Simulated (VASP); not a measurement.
Crystal: Ga2O3.

```
CELL_PARAMETERS angstrom
2.87694 0.00000 4.47767
-1.43847 2.49150 4.47767
-1.43847 -2.49150 4.47767
ATOMIC_POSITIONS crystal
Ga 0.35540 0.35540 0.35540
Ga 0.14460 0.14460 0.14460
Ga 0.64460 0.64460 0.64460
Ga 0.85540 0.85540 0.85540
O 0.55490 0.94510 0.25000
O 0.94510 0.25000 0.55490
O 0.25000 0.55490 0.94510
O 0.44510 0.05490 0.75000
O 0.05490 0.75000 0.44510
O 0.75000 0.44510 0.05490
```

The cell was built by a generator and needn't be a form met in nature.

Base run:

| Property | Result |
| --- | --- |
| Program | VASP 6.6.1 |
| Functional | PBE |
| Potentials or basis | VASP PAW PBE potentials, release 64 (Ga_d, O) |
| Cutoff | 520 eV |
| k mesh | 4 × 4 × 4 |
| Occupations | fermi-dirac, width 0.05 eV |
| Spin | no spin polarisation |

Its results: band gap on the k mesh 2.90 eV, indirect (least direct gap 3.12 eV); electronic dielectric tensor (diagonal) 4.34, 4.34, 4.24.

**Question.** The run is repeated on the same cell with these changes: functional from PBE to PBEsol. What comes out?

**Answer.** Band gap on the k mesh 2.83 eV, indirect (least direct gap 3.06 eV); electronic dielectric tensor (diagonal) 4.40, 4.40, 4.31.

A k mesh can miss the band edges.
